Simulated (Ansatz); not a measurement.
Structure types of Cs compared at 1.3 GPa

Structure types of Cs are relaxed in primitive cells with their symmetry kept at 1.3 GPa, on PAW files; LAPW relaxes the small cells further and takes the PAW cell for the others (marked *). The enthalpy is E + pV at zero temperature, without zero-point motion. Only the types listed were tried, and differences under about 5 meV/atom are mesh noise. The real phase may be another.

All numbers are PBE results (scalar-relativistic) from Ansatz 0.2.0, with Fermi–Dirac smearing of 0.05 eV, no spin polarisation. Methods: LAPW: all electrons, basis error target 0.5 meV/atom; PAW: frozen-core files, cutoff 420 eV.

k meshes: fcc 10×10×10, bcc 10×10×10, hcp 9×9×5, simple hexagonal 10×10×9, dhcp 8×8×2, diamond 7×7×7.

Spin–orbit coupling is left out, which matters for the heavy atoms.

| start type | ends as | a, b, c (Å) | V (Å³/atom) | H − H(lowest), LAPW (meV/atom) |
| --- | --- | --- | --- | --- |
| fcc | fcc, Fm-3m | 6.855, 6.855, 6.855 | 80.54 | 8.2 |
| bcc | bcc, Im-3m | 5.441, 5.441, 5.441 | 80.54 | 2.5 |
| hcp | hcp, P6_3/mmc | 4.858, 4.858, 7.927 | 81.00 | 0.0 |
| simple hexagonal | simple hexagonal, P6/mmm | 4.669, 4.669, 4.342 | 81.98 | 81.2 |
| dhcp* | dhcp, P6_3/mmc | 4.855, 4.855, 15.780 | 80.54 | 7.5 |
| diamond | diamond, Fd-3m | 8.785, 8.785, 8.785 | 84.76 | ? |

Task: Give the missing entry: row "diamond", column "H − H(lowest), LAPW (meV/atom)".

Result: 451.3.
